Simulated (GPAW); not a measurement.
Input of a GPAW 26.7.0 run:

Contents of run.py:

```python
from ase import Atoms
from ase.dft.bandgap import bandgap
from ase.io import write
from ase.units import GPa
from gpaw import GPAW, PW, setup_paths

setup_paths.insert(0, '.')

atoms = Atoms(['Co', 'O'],
              cell=[[0.0, 2.1315, 2.1315],
                    [2.1315, 0.0, 2.1315],
                    [2.1315, 2.1315, 0.0]],
              scaled_positions=[[0.0, 0.0, 0.0],
                                [0.5, 0.5, 0.5]],
              pbc=True)
atoms.set_initial_magnetic_moments([2.0, 0.0])

calc = GPAW(mode=PW(800),
            xc='PBEsol',
            kpts={'size': (11, 11, 11), 'gamma': True},
            occupations={'name': 'fermi-dirac', 'width': 0.05},
            setups={'Co': ':d,2.0'},
            nbands=17,
            convergence={'density': 1e-05, 'energy': 1e-05},
            maxiter=150,
            txt='gpaw.txt')
atoms.calc = calc
energy = atoms.get_potential_energy()
forces = atoms.get_forces()
stress = atoms.get_stress()
calc.write('gs.gpw')
write('result.traj', atoms)
print(f'Energy: {energy:.6f} eV')
print('Forces (eV/A):')
print(forces.round(4))
print('Stress (GPa):', (stress / GPa).round(3))
print('Moments:', calc.get_magnetic_moments().round(3))
print('Fermi level:', round(calc.get_fermi_level(), 4), 'eV')
print(f'Gap: {bandgap(calc)[0]:.4f} eV, direct: {bandgap(calc, direct=True)[0]:.4f} eV')

path = atoms.cell.bandpath('GXWKGLUWLK,UX', npoints=80, eps=1e-4)
bs_calc = calc.fixed_density(kpts=path, symmetry='off', nbands=25,
                             convergence={'bands': 'CBM+6.0', 'eigenstates': 1e-6}, txt='bands.txt')
bs = bs_calc.band_structure()
bs.write('bs.json')
print(f'Gap on the path: {bandgap(bs_calc)[0]:.4f} eV')
```

Potentials or basis: PAW data sets generated in the run's folder for this functional, pw.

Command:

```console
$ gpaw-setup -f PBEsol Co O
$ OMP_NUM_THREADS=1 python run.py
```

(1) Estimate the site moments.

(2) Estimate the pressure.

Results:

(1) Co +2.64; O +0.22 μB.

(2) -8.5 GPa.

Caveat: a cell with one magnetic atom can't hold antiferromagnetic order, which such compounds often take.
